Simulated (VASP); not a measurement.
# Li2O (Fm-3m) in VASP: band structure with LDA

Aim: the band structure of Li2O with LDA.

Everything below comes from runs of VASP 6.6.1. Logs are shortened: lines on timing, memory, paths and dates and some standing lists are left out, and cuts for length are marked.

### 1 The structure

Symmetry: Fm-3m, No. 225, cubic system. The conventional cell has a = 4.486 Å, b = 4.486 Å, c = 4.486 Å, α = 90.00°, β = 90.00°, γ = 90.00°. O (site symmetry m-3m) is surrounded by 8 Li at 1.94 Å. Li (site symmetry -43m) has 4 O at 1.94 Å as nearest neighbours.

The cell was built by a generator and needn't be a form met in nature.

### 2 Band structure, LDA

File INCAR:

```
SYSTEM = Li2O
ALGO = Normal ; EDIFF = 1E-7
ENCUT = 520 ; ISIF = 2
ISMEAR = 0 ; LASPH = .True.
LCHARG = .False. ; LREAL = .False.
LWAVE = .False. ; NBANDS = 13
NELM = 60 ; PREC = Accurate
SIGMA = 0.02
```

File KPOINTS:

```
k-points
0
Gamma
  10 10 10
  0 0 0
```

File POSCAR:

```
Li2O                                    
1.0
   -0.0000000000      2.2427972683      2.2427972683
    2.2427972683      0.0000000000      2.2427972683
    2.2427972683      2.2427972683      0.0000000000
  O               Li            
     1     2
Direct
     1.0000000000000000    0.0000000000000000    1.0000000000000000
     0.2500000000000000    0.2500000000000000    0.2500000000000000
     0.7500000000000000    0.7500000000000000    0.7500000000000000
```

File KPOINTS_OPT:

```
path GXWKGLUWLK,UX
20
line-mode
reciprocal
 0.0000000000  0.0000000000  0.0000000000  G
 0.5000000000  0.0000000000  0.5000000000  X

 0.5000000000  0.0000000000  0.5000000000  X
 0.5000000000  0.2500000000  0.7500000000  W

 0.5000000000  0.2500000000  0.7500000000  W
 0.3750000000  0.3750000000  0.7500000000  K

 0.3750000000  0.3750000000  0.7500000000  K
 0.0000000000  0.0000000000  0.0000000000  G

 0.0000000000  0.0000000000  0.0000000000  G
 0.5000000000  0.5000000000  0.5000000000  L

 0.5000000000  0.5000000000  0.5000000000  L
 0.6250000000  0.2500000000  0.6250000000  U

 0.6250000000  0.2500000000  0.6250000000  U
 0.5000000000  0.2500000000  0.7500000000  W

 0.5000000000  0.2500000000  0.7500000000  W
 0.5000000000  0.5000000000  0.5000000000  L

 0.5000000000  0.5000000000  0.5000000000  L
 0.3750000000  0.3750000000  0.7500000000  K

 0.6250000000  0.2500000000  0.6250000000  U
 0.5000000000  0.0000000000  0.5000000000  X
```

Potentials or basis: VASP PAW LDA potentials, release 64 (O, Li_sv).

Command:

```sh
$ cat potpaw_LDA.64/O/POTCAR potpaw_LDA.64/Li_sv/POTCAR > POTCAR
$ mpirun -np 1 vasp_std > vasp.out
```

OUTCAR:

```text
SYSTEM = Li2O
   EDIFF = 1E-7
   ENCUT = 520
   ISIF = 2
   ISMEAR = 0
   LASPH = .True.
   LREAL = .False.
   NELM = 60
   PREC = Accurate

 ion  position               nearest neighbor table
   1  0.000  0.000  0.000-   3 1.94   3 1.94   3 1.94   2 1.94   2 1.94   2 1.94   3 1.94   2 1.94

   2  0.250  0.250  0.250-   1 1.94   1 1.94   1 1.94   1 1.94   3 2.24   3 2.24   3 2.24   3 2.24
                             3 2.24   3 2.24
   3  0.750  0.750  0.750-   1 1.94   1 1.94   1 1.94   1 1.94   2 2.24   2 2.24   2 2.24   2 2.24
                             2 2.24   2 2.24

  LATTYP: Found a face centered cubic cell.
 ALAT       =     4.4855945366

  Lattice vectors:

 A1 = (   0.0000000000,   2.2427972683,   2.2427972683)
 A2 = (   2.2427972683,   0.0000000000,   2.2427972683)
 A3 = (   2.2427972683,   2.2427972683,   0.0000000000)

Analysis of symmetry for initial positions (statically):
=====================================================================
 Subroutine PRICEL returns:
 Original cell was already a primitive cell.

 Routine SETGRP: Setting up the symmetry group for a
 face centered cubic supercell.

 Subroutine GETGRP returns: Found 48 space group operations
 (whereof 48 operations were pure point group operations)
 out of a pool of 48 trial point group operations.

The static configuration has the point symmetry O_h .

Analysis of symmetry for dynamics (positions and initial velocities):
=====================================================================
 Subroutine PRICEL returns:
 Original cell was already a primitive cell.

 Routine SETGRP: Setting up the symmetry group for a
 face centered cubic supercell.

 Subroutine GETGRP returns: Found 48 space group operations
 (whereof 48 operations were pure point group operations)
 out of a pool of 48 trial point group operations.

The dynamic configuration has the point symmetry O_h .

 Subroutine INISYM returns: Found 48 space group operations
 (whereof 48 operations are pure point group operations),
 and found     1 'primitive' translations

----------------------------------------------------------------------------------------

                                     Primitive cell

  volume of cell :      22.5632

  direct lattice vectors                    reciprocal lattice vectors
     0.000000000  2.242797268  2.242797268    -0.222935888  0.222935888  0.222935888
     2.242797268  0.000000000  2.242797268     0.222935888 -0.222935888  0.222935888
     2.242797268  2.242797268  0.000000000     0.222935888  0.222935888 -0.222935888

  length of vectors
     3.171794314  3.171794314  3.171794314     0.386136284  0.386136284  0.386136284

  position of ions in fractional coordinates (direct lattice)
     0.000000000  0.000000000  0.000000000
     0.250000000  0.250000000  0.250000000
     0.750000000  0.750000000  0.750000000

  ion indices of the primitive-cell ions
   primitive index   ion index
                 1           1
                 2           2
                 3           3

----------------------------------------------------------------------------------------

 KPOINTS: k-points

Automatic generation of k-mesh.
 Grid dimensions read from file:
 generate k-points for:   10   10   10

 Generating k-lattice:

  Cartesian coordinates                     Fractional coordinates (reciprocal lattice)
    -0.022293589  0.022293589  0.022293589     0.100000000  0.000000000  0.000000000
     0.022293589 -0.022293589  0.022293589     0.000000000  0.100000000  0.000000000
     0.022293589  0.022293589 -0.022293589     0.000000000  0.000000000  0.100000000

  Length of vectors
     0.038613628  0.038613628  0.038613628

  Shift w.r.t. Gamma in fractional coordinates (k-lattice)
     0.000000000  0.000000000  0.000000000

 Subroutine IBZKPT returns following result:
 ===========================================

 Found     47 irreducible k-points:

 Following reciprocal coordinates:
            Coordinates               Weight
  0.000000  0.000000  0.000000      1.000000
  0.100000  0.000000  0.000000      8.000000
  0.200000  0.000000  0.000000      8.000000
  0.300000  0.000000  0.000000      8.000000
  0.400000  0.000000  0.000000      8.000000
  0.500000  0.000000  0.000000      4.000000
[... 16 lines left out ...]
  0.300000  0.300000  0.000000      6.000000
  0.400000  0.300000  0.000000     24.000000
 [... further k-points ...]
   k-points           NKPTS =     47   k-points in BZ     NKDIM =     47   number of bands    NBANDS=     13
   number of dos      NEDOS =    301   number of ions     NIONS =      3
   total plane-waves  NPLWV =  13824
   dimension x,y,z NGX =    24 NGY =   24 NGZ =   24
   dimension x,y,z NGXF=    48 NGYF=   48 NGZF=   48
   ions per type =               1   2
   NGX,Y,Z   is equivalent  to a cutoff of  12.58, 12.58, 12.58 a.u.
   NGXF,Y,Z  is equivalent  to a cutoff of  25.16, 25.16, 25.16 a.u.
 SYSTEM =  Li2O
   PREC   = accura    normal or accurate (medium, high low for compatibility)
   ISTART =      0    job   : 0-new  1-cont  2-samecut
   ICHARG =      2    charge: 1-file 2-atom 10-const
   ISPIN  =      1    spin polarized calculation?
   LNONCOLLINEAR =      F non collinear calculations
   LSORBIT =      F    spin-orbit coupling
   LASPH  =      T    aspherical Exc in radial PAW
   ENCUT  =  520.0 eV  38.22 Ry    6.18 a.u.   5.90  5.90  5.90*2*pi/ulx,y,z
   NELM   =     60;   NELMIN=  2; NELMDL= -5     # of ELM steps
   EDIFF  = 0.1E-06   stopping-criterion for ELM
   LREAL  =      F    real-space projection
   EDIFFG = 0.1E-05   stopping-criterion for IOM
   NSW    =      0    number of steps for IOM
   IBRION =     -1    ionic relax: 0-MD 1-quasi-New 2-CG
   NFREE  =      0    steps in history (QN), initial steepest desc. (CG)
   ISIF   =      2    stress and relaxation
   ISYM   =      2    0-nonsym 1-usesym 2-fastsym
   POTIM  = 0.5000    time-step for ionic-motion
   TEBEG  =    0.0;   TEEND  =   0.0 temperature during run
   PSTRESS=    0.0 pullay stress
   NELECT =      12.0000    total number of electrons
   NUPDOWN=      -1.0000    fix difference up-down
   EMIN   =  10.00;   EMAX   =-10.00  energy-range for DOS
   EFERMI =   0.00;   METHOD = LEGACY
   ISMEAR =     0;   SIGMA  =   0.02  broadening in eV -4-tet -1-fermi 0-gaus
   EFERMI_NEDOS =   21; number of points for ismear=-14 and -15
   IALGO  =     38    algorithm
   IMIX   =      4    mixing-type and parameters
     AMIX     =   0.40;   BMIX     =  1.00
     AMIX_MAG =   1.60;   BMIX_MAG =  1.00
  volume/ion in A,a.u.               =       7.52        50.75
  Fermi-wavevector in a.u.,A,eV,Ry     =   1.326382  2.506498 23.936577  1.759289
  Thomas-Fermi vector in A             =   2.455773
   LORBIT       =      0    0 simple, 1 ext, 2 COOP (PROOUT), +10 PAW based schemes
   GGA     = CA    functional components
   LHFCALC =     F    Hartree Fock is set to
   AEXX    =    0.0000 exact exchange contribution
   IVDW    =     0    specifies the selected vdW correction
   LEPSILON=     F    determine dielectric tensor
   LRPA    =     F    only Hartree local field effects (RPA)
 non-spin polarized calculation
 Gauss-broadening in eV      SIGMA  =   0.02
  energy-cutoff  :      520.00
  volume of cell :       22.56
 maximum number of plane-waves:       620
   NGX = 11   NGY = 11   NGZ = 11

 number of electron      12.0000020 magnetization

 Free energy of the ion-electron system (eV)
  ---------------------------------------------------
  ext. energy  EPLUGINS =         0.00000000
  ---------------------------------------------------
  free energy    TOTEN  =       -15.74787113 eV

  energy without entropy =      -15.74787113  energy(sigma->0) =      -15.74787113

 E-fermi :   1.8585     XC(G=0): -10.6294

 val. band max:        1.6498405239   @ k =   0.0000   0.0000   0.0000
 cond. band min:       6.5993662027   @ k =   0.5000   0.5000   0.0000
 fundamental gap:      4.9495256788
 Fermi energy:         1.8584812309

 k-point     1 :       0.0000    0.0000    0.0000
  band No.  band energies     occupation
      1     -40.1100      2.00000
      2     -39.6231      2.00000
      3     -13.5915      2.00000
      4       1.6498      2.00000
      5       1.6498      2.00000
      6       1.6498      2.00000
      7       7.5870      0.00000
      8      13.7202      0.00000
      9      13.7202      0.00000
     10      13.7202      0.00000
     11      21.2979      0.00000
     12      21.2979      0.00000
     13      21.2979      0.00000

 k-point     2 :       0.1000    0.0000    0.0000
  band No.  band energies     occupation
      1     -40.0958      2.00000
      2     -39.6330      2.00000
      3     -13.5728      2.00000
      4       1.2849      2.00000
      5       1.5947      2.00000
      6       1.5947      2.00000
      7       7.8420      0.00000
      8      13.7977      0.00000
      9      13.8839      0.00000
     10      13.8839      0.00000
     11      20.1844      0.00000
     12      20.1844      0.00000
     13      21.7128      0.00000

 k-point     3 :       0.2000    0.0000    0.0000
  band No.  band energies     occupation
      1     -40.0554      2.00000
      2     -39.6623      2.00000
      3     -13.5217      2.00000
      4       0.4359      2.00000
      5       1.4571      2.00000
      6       1.4571      2.00000
      7       8.4972      0.00000
      8      13.8710      0.00000
      9      14.1894      0.00000
     10      14.1894      0.00000
     11      19.1123      0.00000
     12      19.1123      0.00000
     13      22.7975      0.00000
[... 305 lines left out ...]
 k-point    23 :       0.3000    0.3000    0.0000
  band No.  band energies     occupation
      1     -39.9824      2.00000
      2     -39.7109      2.00000
      3     -13.4251      2.00000
      4       0.3417      2.00000
      5       0.5548      2.00000
      6       0.5548      2.00000
      7       7.7770      0.00000
      8      14.8685      0.00000
      9      14.8685      0.00000
     10      16.2714      0.00000
     11      16.3293      0.00000
     12      24.4385      0.00000
     13      25.8934      0.00000

 k-point    24 :       0.4000    0.3000    0.0000
  band No.  band energies     occupation
      1     -39.9470      2.00000
      2     -39.7370      2.00000
      3     -13.3841      2.00000
      4      -0.1318      2.00000
      5       0.3975      2.00000
      6       0.5078      2.00000
      7       7.6602      0.00000
      8      14.8141      0.00000
      9      15.1153      0.00000
     10      16.5928      0.00000
     11      17.2295      0.00000
     12      24.0297      0.00000
     13      24.6488      0.00000

 [... further k-points ...]
[... 5 lines left out ...]
  --------------------------------------------------------------------------------------
  -------------------------------------------------------------------------------------
  Total        0.0811191      0.0811191      0.0811191     -0.0000000      0.0000000     -0.0000000
  in kB        5.7601495      5.7601495      5.7601495     -0.0000000      0.0000000     -0.0000000
  external PRESSURE =       5.7601495 kB  Pullay stress =       0.0000000 kB

 VOLUME and BASIS-vectors are now :
 -----------------------------------------------------------------------------
  energy-cutoff  :      520.00
  volume of cell :       22.56
      direct lattice vectors                 reciprocal lattice vectors
     0.000000000  2.242797268  2.242797268    -0.222935888  0.222935888  0.222935888
     2.242797268  0.000000000  2.242797268     0.222935888 -0.222935888  0.222935888
     2.242797268  2.242797268  0.000000000     0.222935888  0.222935888 -0.222935888

 POSITION                                       TOTAL-FORCE (eV/Angst)
 -----------------------------------------------------------------------------------
      0.00000      0.00000      0.00000        -0.000000      0.000000     -0.000000
      1.12140      1.12140      1.12140        -0.000000     -0.000000     -0.000000
      3.36420      3.36420      3.36420         0.000000      0.000000      0.000000
 -----------------------------------------------------------------------------------
    total drift:                               -0.000000      0.000000      0.000000

  FREE ENERGIE OF THE ION-ELECTRON SYSTEM (eV)
  ---------------------------------------------------
  free  energy   TOTEN  =       -15.7478711348 eV

  energy  without entropy=      -15.7478711348  energy(sigma->0) =      -15.74787113
```

Run time: 12 s. Hardware: 1 thread of Intel Xeon 6975P-C (Granite Rapids), shared host; peak memory 0.14 GiB.

What came out:

```
Free energy             : -15.7479 eV
Band gap on the k mesh  : 4.95 eV, indirect (least direct gap 5.94 eV)
Band gap along the path : 4.95 eV, indirect (least direct gap 5.94 eV)
```

Levels at the corners of the path, in eV from the valence-band top:
| point | band 4 | band 5 | band 6 | band 7 | band 8 | band 9 |
| --- | --- | --- | --- | --- | --- | --- |
| Γ | 0.00 | 0.00 | 0.00 | 5.94 | 12.07 | 12.07 |
| X | -1.65 | -1.59 | -1.59 | 4.95 | 14.08 | 14.08 |
| X | -1.65 | -1.59 | -1.59 | 4.95 | 14.08 | 14.08 |
| W | -2.11 | -1.61 | -1.61 | 7.34 | 10.85 | 14.93 |
| W | -2.11 | -1.61 | -1.61 | 7.34 | 10.85 | 14.93 |
| K | -2.27 | -1.60 | -1.25 | 6.67 | 12.23 | 13.77 |
| K | -2.27 | -1.60 | -1.25 | 6.67 | 12.23 | 13.77 |
| Γ | 0.00 | 0.00 | 0.00 | 5.94 | 12.07 | 12.07 |
| Γ | 0.00 | 0.00 | 0.00 | 5.94 | 12.07 | 12.07 |
| L | -3.02 | -0.51 | -0.51 | 9.66 | 10.59 | 12.24 |
| L | -3.02 | -0.51 | -0.51 | 9.66 | 10.59 | 12.24 |
| U | -2.27 | -1.60 | -1.25 | 6.67 | 12.23 | 13.77 |
| U | -2.27 | -1.60 | -1.25 | 6.67 | 12.23 | 13.77 |
| W | -2.11 | -1.61 | -1.61 | 7.34 | 10.85 | 14.93 |
| W | -2.11 | -1.61 | -1.61 | 7.34 | 10.85 | 14.93 |
| L | -3.02 | -0.51 | -0.51 | 9.66 | 10.59 | 12.24 |
| L | -3.02 | -0.51 | -0.51 | 9.66 | 10.59 | 12.24 |
| K | -2.27 | -1.60 | -1.25 | 6.67 | 12.23 | 13.77 |
| U | -2.27 | -1.60 | -1.25 | 6.67 | 12.23 | 13.77 |
| X | -1.65 | -1.59 | -1.59 | 4.95 | 14.08 | 14.08 |

Caveat: the cutoff is under 1.25 times the usual one of these potentials, so pressure, stress and relaxed cells hold a basis-set (Pulay) error.
